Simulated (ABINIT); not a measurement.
Crystal: Sn.

```xyz
2
Lattice="0.0000 3.2333 3.2333 3.2333 0.0000 3.2333 3.2333 3.2333 0.0000" Properties=species:S:1:pos:R:3 pbc="T T T"
Sn    4.8500    4.8500    4.8500
Sn    3.2333    3.2333    3.2333
```

This isn't the form of Sn at room conditions, which is tetragonal (white tin).

Base run:

- Program: ABINIT 10.8.3 (patched build)
- Functional: r2SCAN
- Potentials or basis: PseudoDojo NC SR PBE v0.4.1 standard
- Cutoff: 1170 eV
- k mesh: 7 × 7 × 7
- Occupations: fermi-dirac, width 0.05 eV
- Spin: no spin polarisation

Its results: band gap on the k mesh none (metal or under the smearing width); pressure 1.4 GPa.

Task: The run is repeated on the same cell with these changes: potentials or basis from PseudoDojo NC SR PBE v0.4.1 standard to Ansatz PAW PBE default generated set, frozen core; cutoff from 1170 eV to 490 eV. What comes out?

Result: Band gap on the k mesh none (metal or under the smearing width); pressure 2.1 GPa.

Caveats: a meta-GGA on potentials with a model core is unreliable (some runs); the potentials were made for another functional, which shifts forces and pressure (some runs); the PAW data sets were made with another functional, which shifts forces and pressure a little (some runs).
